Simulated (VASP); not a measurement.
# Si (Fd-3m) in VASP: further runs, part 2 of 2

VASP 6.6.1.

## 3. Single point, PBE

This run uses another cell than the first one, of 20.01 Å³/atom, 0.994 times its volume.

Input file INCAR:

```
ALGO = Normal ; EDIFF = 1E-6
ENCUT = 520 ; GGA = PE
ISIF = 2 ; ISMEAR = 0
LASPH = True ; LCHARG = False
LREAL = False ; LWAVE = False
NBANDS = 11 ; NELM = 60
PREC = Accurate ; SIGMA = 0.05
```

Input file KPOINTS:

```
k-points
0
Gamma
  6 6 6
```

Input file POSCAR:

```
Si
1.0
    0.0000000000      2.7150000000      2.7150000000
    2.7150000000      0.0000000000      2.7150000000
    2.7150000000      2.7150000000      0.0000000000
Si
2
Direct
    0.5000000000      0.5000000000      0.5000000000
    0.7500000000      0.7500000000      0.7500000000
```

Potentials or basis: VASP PAW PBE potentials, release 64 (Si).

On the command line:

```
> cat potpaw_PBE.64/Si/POTCAR > POTCAR
> mpirun -np 1 vasp_std > vasp.out
```

OUTCAR:

```text
EDIFF = 1E-6
   ENCUT = 520
   GGA = PE
   ISIF = 2
   ISMEAR = 0
   LASPH = True
   LREAL = False
   NELM = 60
   PREC = Accurate

 ion  position               nearest neighbor table
   1  0.500  0.500  0.500-   2 2.35   2 2.35   2 2.35   2 2.35
   2  0.750  0.750  0.750-   1 2.35   1 2.35   1 2.35   1 2.35

  LATTYP: Found a face centered cubic cell.
 ALAT       =     5.4300000000

  Lattice vectors:

 A1 = (   0.0000000000,   2.7150000000,   2.7150000000)
 A2 = (   2.7150000000,   0.0000000000,   2.7150000000)
 A3 = (   2.7150000000,   2.7150000000,   0.0000000000)

Analysis of symmetry for initial positions (statically):
=====================================================================
 Subroutine PRICEL returns:
 Original cell was already a primitive cell.

 Routine SETGRP: Setting up the symmetry group for a
 face centered cubic supercell.

 Subroutine GETGRP returns: Found 48 space group operations
 (whereof 24 operations were pure point group operations)
 out of a pool of 48 trial point group operations.

The static configuration has the point symmetry T_d .
 The point group associated with its full space group is O_h .

Analysis of symmetry for dynamics (positions and initial velocities):
=====================================================================
 Subroutine PRICEL returns:
 Original cell was already a primitive cell.

 Routine SETGRP: Setting up the symmetry group for a
 face centered cubic supercell.

 Subroutine GETGRP returns: Found 48 space group operations
 (whereof 24 operations were pure point group operations)
 out of a pool of 48 trial point group operations.

The dynamic configuration has the point symmetry T_d .
 The point group associated with its full space group is O_h .

 Subroutine INISYM returns: Found 48 space group operations
 (whereof 24 operations are pure point group operations),
 and found     1 'primitive' translations

[... 111 lines left out ...]
   LHFCALC =     F    Hartree Fock is set to
   AEXX    =    0.0000 exact exchange contribution
   IVDW    =     0    specifies the selected vdW correction
   LEPSILON=     F    determine dielectric tensor
   LRPA    =     F    only Hartree local field effects (RPA)
 non-spin polarized calculation
 Gauss-broadening in eV      SIGMA  =   0.05
  energy-cutoff  :      520.00
  volume of cell :       40.03
 maximum number of plane-waves:      1090
 NGX is ok and might be reduce to    30
   NGX = 15   NGY = 15   NGZ = 15

 number of electron       8.0000000 magnetization

 Free energy of the ion-electron system (eV)
  ---------------------------------------------------
  ext. energy  EPLUGINS =         0.00000000
  ---------------------------------------------------
  free energy    TOTEN  =       -10.82072449 eV

  energy without entropy =      -10.82072449  energy(sigma->0) =      -10.82072449

 E-fermi :   6.0836     XC(G=0):  -9.4060

 val. band max:        5.8377049565   @ k =   0.0000   0.0000   0.0000
 cond. band min:       6.5444046398   @ k =   0.5000   0.5000   0.0000
 fundamental gap:      0.7066996832
 Fermi energy:         6.0835593528

 k-point     1 :       0.0000    0.0000    0.0000
  band No.  band energies     occupation
      1      -6.1239      2.00000
      2       5.8377      2.00000
      3       5.8377      2.00000
      4       5.8377      2.00000
      5       8.4004      0.00000
      6       8.4004      0.00000
      7       8.4004      0.00000
      8       9.2165      0.00000
      9      13.5540      0.00000
     10      13.5540      0.00000
     11      13.7982      0.00000
[... 197 lines left out ...]
 k-point    16 :      -0.3333    0.5000    0.1667
  band No.  band energies     occupation
      1      -1.8574      2.00000
      2      -1.8574      2.00000
      3       2.1926      2.00000
      4       2.1926      2.00000
      5       8.5846      0.00000
      6       8.5846      0.00000
      7      12.6025      0.00000
      8      12.6025      0.00000
      9      16.4147      0.00000
     10      16.4147      0.00000
     11      18.7987      0.00000

------------------------ aborting loop because EDIFF is reached ----------------------------------------

  FORCE on cell =-STRESS in cart. coord.  units (eV):
  Direction    XX          YY          ZZ          XY          YZ          ZX
  --------------------------------------------------------------------------------------
  -------------------------------------------------------------------------------------
  Total        0.5140124      0.5140124      0.5140124      0.0000000      0.0000000      0.0000000
  in kB       20.5752293     20.5752293     20.5752293      0.0000000      0.0000000      0.0000000
  external PRESSURE =      20.5752293 kB  Pullay stress =       0.0000000 kB

 VOLUME and BASIS-vectors are now :
 -----------------------------------------------------------------------------
  energy-cutoff  :      520.00
  volume of cell :       40.03
      direct lattice vectors                 reciprocal lattice vectors
     0.000000000  2.715000000  2.715000000    -0.184162063  0.184162063  0.184162063
     2.715000000  0.000000000  2.715000000     0.184162063 -0.184162063  0.184162063
     2.715000000  2.715000000  0.000000000     0.184162063  0.184162063 -0.184162063

 POSITION                                       TOTAL-FORCE (eV/Angst)
 -----------------------------------------------------------------------------------
      2.71500      2.71500      2.71500         0.000000      0.000000      0.000000
      4.07250      4.07250      4.07250        -0.000000     -0.000000     -0.000000
 -----------------------------------------------------------------------------------
    total drift:                                0.000000     -0.000000     -0.000000

  FREE ENERGIE OF THE ION-ELECTRON SYSTEM (eV)
  ---------------------------------------------------
  free  energy   TOTEN  =       -10.8207244890 eV

  energy  without entropy=      -10.8207244890  energy(sigma->0) =      -10.82072449
```

OSZICAR:

```text
N       E                     dE             d eps       ncg     rms          rms(c)
DAV:   1     0.828687156585E+01    0.82869E+01   -0.32547E+03   352   0.587E+02
DAV:   2    -0.104392915636E+02   -0.18726E+02   -0.18195E+02   470   0.856E+01
DAV:   3    -0.110006633979E+02   -0.56137E+00   -0.55879E+00   440   0.130E+01
DAV:   4    -0.110050761621E+02   -0.44128E-02   -0.44122E-02   433   0.146E+00
DAV:   5    -0.110051150996E+02   -0.38937E-04   -0.38937E-04   461   0.127E-01    0.490E+00
DAV:   6    -0.108774261864E+02    0.12769E+00   -0.72007E-02   397   0.111E+00    0.299E+00
DAV:   7    -0.108191424799E+02    0.58284E-01   -0.13929E-01   400   0.166E+00    0.186E-01
DAV:   8    -0.108204815368E+02   -0.13391E-02   -0.61365E-03   409   0.423E-01    0.818E-02
DAV:   9    -0.108206975888E+02   -0.21605E-03   -0.20449E-04   455   0.875E-02    0.599E-02
DAV:  10    -0.108207238088E+02   -0.26220E-04   -0.22398E-05   417   0.273E-02    0.563E-03
DAV:  11    -0.108207244890E+02   -0.68014E-06   -0.22146E-06   434   0.775E-03
   1 F= -.10820724E+02 E0= -.10820724E+02  d E =-.123822E-13
```

stdout:

```text
POSCAR found type information on POSCAR Si
 POSCAR found :  1 types and       2 ions
 scaLAPACK will be used
 LDA part: xc-table for (Slater+PW92), standard interpolation
 POSCAR, INCAR and KPOINTS ok, starting setup
 FFT: planning ... GRIDC
 FFT: planning ... GRID_SOFT
 FFT: planning ... GRID
 WAVECAR not read
 entering main loop
```

Run time: 4.5 s. Hardware: 1 thread of AMD EPYC 9R45 (Zen 5), shared host; peak memory 0.12 GiB.

What came out:

| Item | Value |
| --- | --- |
| Free energy | -10.8207 eV |
| Pressure | 2.1 GPa |
| Band gap on the k mesh | 0.71 eV, indirect (least direct gap 2.56 eV) |

Levels at points of the mesh, in eV from the valence-band top:
```tsv
k point	band 1	band 2	band 3	band 4	band 5	band 6	band 7	band 8	band 9
(0.00, 0.00, 0.00)	-11.96	0.00	0.00	0.00	2.56	2.56	2.56	3.38	7.72
(0.50, 0.00, 0.00)	-9.63	-6.97	-1.20	-1.20	1.54	3.34	3.34	7.73	10.55
(0.50, 0.50, 0.00)	-7.82	-7.82	-2.85	-2.85	0.71	0.71	10.12	10.12	10.97
```

## 4. Single point, HSE06

This run uses another cell than the first one, of 20.47 Å³/atom, 1.017 times its volume.

Input file POSCAR:

```
Si
1.0
    0.0000000000      2.7357379471      2.7357379471
    2.7357379471      0.0000000000      2.7357379471
    2.7357379471      2.7357379471      0.0000000000
Si
2
Direct
    0.5000000000      0.5000000000      0.5000000000
    0.7500000000      0.7500000000      0.7500000000
```

Input file INCAR.step1:

```
SYSTEM = Si
PREC = Accurate ; ENCUT = 520
EDIFF = 1E-5 ; ISMEAR = 0
SIGMA = 0.05 ; LREAL = .False.
LASPH = .True. ; NELM = 100
ALGO = Normal ; ISIF = 2
LWAVE = .True. ; LCHARG = .False.
NBANDS = 11 ; GGA = PE
```

Input file INCAR.step2:

```
SYSTEM = Si
PREC = Accurate ; ENCUT = 520
EDIFF = 1E-6 ; ISMEAR = 0
SIGMA = 0.05 ; LREAL = .False.
LASPH = .True. ; NELM = 100
ALGO = Normal ; ISIF = 2
LWAVE = .False. ; LCHARG = .False.
GGA = PE ; LHFCALC = .True.
HFSCREEN = 0.2079 ; PRECFOCK = Normal
NBANDS = 11 ; ISTART = 1
```

Input file KPOINTS:

```
regular mesh
0
Gamma
  6 6 6
  0 0 0
```

Potentials or basis: VASP PAW PBE potentials, release 64 (Si).

On the command line:

```
> cat potpaw_PBE.64/Si/POTCAR > POTCAR
> cp INCAR.step1 INCAR
> mpirun -np 1 vasp_std > vasp.out
> cp INCAR.step2 INCAR
> mpirun -np 1 vasp_std > vasp.out
```

OUTCAR:

```text
SYSTEM = Si
   PREC = Accurate
   ENCUT = 520
   EDIFF = 1E-6
   ISMEAR = 0
   LREAL = .False.
   LASPH = .True.
   NELM = 100
   ISIF = 2
   GGA = PE
   LHFCALC = .True.
   HFSCREEN = 0.2079
   PRECFOCK = Normal
   ISTART = 1

 ion  position               nearest neighbor table
   1  0.500  0.500  0.500-   2 2.37   2 2.37   2 2.37   2 2.37
   2  0.750  0.750  0.750-   1 2.37   1 2.37   1 2.37   1 2.37

  LATTYP: Found a face centered cubic cell.
 ALAT       =     5.4714758942

  Lattice vectors:

 A1 = (   0.0000000000,   2.7357379471,   2.7357379471)
 A2 = (   2.7357379471,   0.0000000000,   2.7357379471)
 A3 = (   2.7357379471,   2.7357379471,   0.0000000000)

Analysis of symmetry for initial positions (statically):
=====================================================================
 Subroutine PRICEL returns:
 Original cell was already a primitive cell.

 Routine SETGRP: Setting up the symmetry group for a
 face centered cubic supercell.

 Subroutine GETGRP returns: Found 48 space group operations
 (whereof 24 operations were pure point group operations)
 out of a pool of 48 trial point group operations.

The static configuration has the point symmetry T_d .
[... 174 lines left out ...]
      2       5.2513      2.00000
      3       5.2513      2.00000
      4       5.2513      2.00000
      5       8.5653      0.00000
      6       8.5653      0.00000
      7       8.5653      0.00000
      8       9.2983      0.00000
      9      13.9524      0.00000
     10      14.0182      0.00000
     11      14.0182      0.00000
[... 197 lines left out ...]
 k-point    16 :      -0.3333    0.5000    0.1667
  band No.  band energies     occupation
      1      -3.2107      2.00000
      2      -3.2107      2.00000
      3       1.3802      2.00000
      4       1.3802      2.00000
      5       8.7120      0.00000
      6       8.7120      0.00000
      7      12.9790      0.00000
      8      12.9790      0.00000
      9      16.9999      0.00000
     10      16.9999      0.00000
     11      19.3848      0.00000

------------------------ aborting loop because EDIFF is reached ----------------------------------------

  FORCE on cell =-STRESS in cart. coord.  units (eV):
  Direction    XX          YY          ZZ          XY          YZ          ZX
  --------------------------------------------------------------------------------------
  -------------------------------------------------------------------------------------
  Total       -0.4945349     -0.4945349     -0.4945349      0.0000000      0.0000000      0.0000000
  in kB      -19.3488001    -19.3488001    -19.3488001      0.0000000      0.0000000      0.0000000
  external PRESSURE =     -19.3488001 kB  Pullay stress =       0.0000000 kB

 VOLUME and BASIS-vectors are now :
 -----------------------------------------------------------------------------
  energy-cutoff  :      520.00
  volume of cell :       40.95
      direct lattice vectors                 reciprocal lattice vectors
     0.000000000  2.735737947  2.735737947    -0.182766043  0.182766043  0.182766043
     2.735737947  0.000000000  2.735737947     0.182766043 -0.182766043  0.182766043
     2.735737947  2.735737947  0.000000000     0.182766043  0.182766043 -0.182766043

 POSITION                                       TOTAL-FORCE (eV/Angst)
 -----------------------------------------------------------------------------------
      2.73574      2.73574      2.73574        -0.000000     -0.000000     -0.000000
      4.10361      4.10361      4.10361         0.000000      0.000000      0.000000
 -----------------------------------------------------------------------------------
    total drift:                               -0.000000     -0.000000     -0.000000

  FREE ENERGIE OF THE ION-ELECTRON SYSTEM (eV)
  ---------------------------------------------------
  free  energy   TOTEN  =       -12.5280096275 eV

  energy  without entropy=      -12.5280096275  energy(sigma->0) =      -12.52800963
```

OUTCAR.step1:

```text
SYSTEM = Si
   PREC = Accurate
   ENCUT = 520
   EDIFF = 1E-5
   ISMEAR = 0
   LREAL = .False.
   LASPH = .True.
[... 438 lines left out ...]
      2.73574      2.73574      2.73574         0.000000      0.000000      0.000000
      4.10361      4.10361      4.10361        -0.000000     -0.000000     -0.000000
 -----------------------------------------------------------------------------------
    total drift:                                0.000000     -0.000000     -0.000000

  FREE ENERGIE OF THE ION-ELECTRON SYSTEM (eV)
  ---------------------------------------------------
  free  energy   TOTEN  =       -10.8263415114 eV

  energy  without entropy=      -10.8263415114  energy(sigma->0) =      -10.82634151
```

Run time: 8.1 min. Hardware: 1 thread of AMD EPYC 9R45 (Zen 5), shared host; peak memory 0.24 GiB.

What came out:

```yaml
Free_energy: -12.5280 eV
Pressure: -1.9 GPa
Band_gap_on_the_k_mesh: 1.33 eV, indirect (least direct gap 3.31 eV)
```

Levels at points of the mesh, in eV from the valence-band top:
| k point | band 2 | band 3 | band 4 | band 5 | band 6 | band 7 |
| --- | --- | --- | --- | --- | --- | --- |
| (0.00, 0.00, 0.00) | 0.00 | 0.00 | 0.00 | 3.31 | 3.31 | 3.31 |
| (0.50, 0.00, 0.00) | -7.60 | -1.29 | -1.29 | 2.16 | 4.15 | 4.15 |
| (0.50, 0.50, 0.00) | -8.59 | -3.07 | -3.07 | 1.33 | 1.33 | 11.29 |

Caveat: the PAW data sets were made with another functional, which shifts forces and pressure a little. A k mesh can miss the band edges.

## 5. Single point, PBE

This run uses another cell than the first one, of 20.47 Å³/atom, 1.017 times its volume.

Input file INCAR:

```
SYSTEM = Si
ALGO = Normal ; EDIFF = 1E-6
ENCUT = 520 ; GGA = PE
ISIF = 2 ; ISMEAR = 0
LASPH = .TRUE. ; LCHARG = .FALSE.
LREAL = .FALSE. ; LWAVE = .FALSE.
NBANDS = 11 ; NELM = 60
PREC = Accurate ; SIGMA = 0.05
```

Input file KPOINTS:

```
k-points
0
G
  6 6 6
  0 0 0
```

POSCAR is that of step 4.

On the command line:

```
> cat potpaw_PBE.64/Si/POTCAR > POTCAR
> mpirun -np 1 vasp_std > vasp.out
```

Wall time 4.7 s (1 thread of AMD EPYC 9R45 (Zen 5), shared host); peak memory 0.12 GiB.

Results (log left out):

* Free energy: -10.8263 eV
* Pressure: -0.1 GPa
* Band gap on the k mesh: 0.75 eV, indirect (least direct gap 2.55 eV)

Levels at points of the mesh, in eV from the valence-band top:
```
           k point  band 1  band 2  band 3  band 4  band 5  band 6  band 7  band 8  band 9
(0.00, 0.00, 0.00)  -11.81    0.00    0.00    0.00    2.55    2.55    2.55    3.12    7.70
(0.50, 0.00, 0.00)   -9.53   -6.86   -1.18   -1.18    1.46    3.35    3.35    7.70   10.49
(0.50, 0.50, 0.00)   -7.74   -7.74   -2.79   -2.79    0.75    0.75    9.92    9.92   10.90
```

A k mesh can miss the band edges.

## 6. The runs side by side

```tsv
level	cell	exchange at q = 0	grid for exact exchange (PRECFOCK)	screening parameter	gap on the mesh (eV)	pressure (GPa)
HSE06	Fd-3m, 20.13 Å³/atom	truncated	Normal	0.2079 1/A	1.30	-0.3
PBE	Fd-3m, 20.01 Å³/atom	-	-	-	0.71	2.1
HSE06	Fd-3m, 20.47 Å³/atom	truncated	Normal	0.2079 1/A	1.33	-1.9
PBE	Fd-3m, 20.47 Å³/atom	-	-	-	0.75	-0.1
```

Alike in all rows: task single point; potentials or basis VASP PAW PBE potentials, release 64 (Si); no spin polarisation; k mesh 6 × 6 × 6; cutoff (eV) 520; smearing gaussian 0.05 eV.

On the cell as given the gap runs from 0.71 eV (PBE) to 1.33 eV (HSE06). The pressure there spans -1.9 GPa (HSE06) to 2.1 GPa (PBE); a positive pressure means that this level wants a larger cell, a negative one a smaller.

Caveats: the PAW data sets were made with another functional, which shifts forces and pressure a little (some runs).

Absolute energies hang on the potentials; compare differences alone.
